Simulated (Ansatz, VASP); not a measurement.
# Two plane-wave programs on I

```xyz
1
Lattice="-2.1437 2.1437 2.1437 2.1437 -2.1437 2.1437 2.1437 2.1437 -2.1437" Properties=species:S:1:pos:R:3 pbc="T T T"
I     0.0000    0.0000    0.0000
```

The real solid is made of molecules; this cell is a model form.

Alike in both runs: task single point; functional r2SCAN; k mesh 8 × 8 × 8; occupations fermi-dirac, width 0.01 eV; no spin polarisation.

```csv
,VASP,Ansatz
version,VASP 6.6.1,Ansatz 0.2.0
potentials or method,"VASP PAW PBE potentials, release 64 (I)","plane waves, PAW"
plane-wave cutoff (eV),520,750
valence electrons in the cell,7,17
```

```csv
,VASP,Ansatz,Ansatz less VASP
pressure (GPa),-1.8,-1.7,+0.03
```

The two sets of potentials don't hold the same shells in valence.

Caveats: the PAW data sets were made with another functional, which shifts forces and pressure a little (VASP); an odd number of electrons without spin polarisation forces a metal; a magnetic or distorted state may lie lower. The runs have no spin-orbit coupling, so splittings on I are missing.
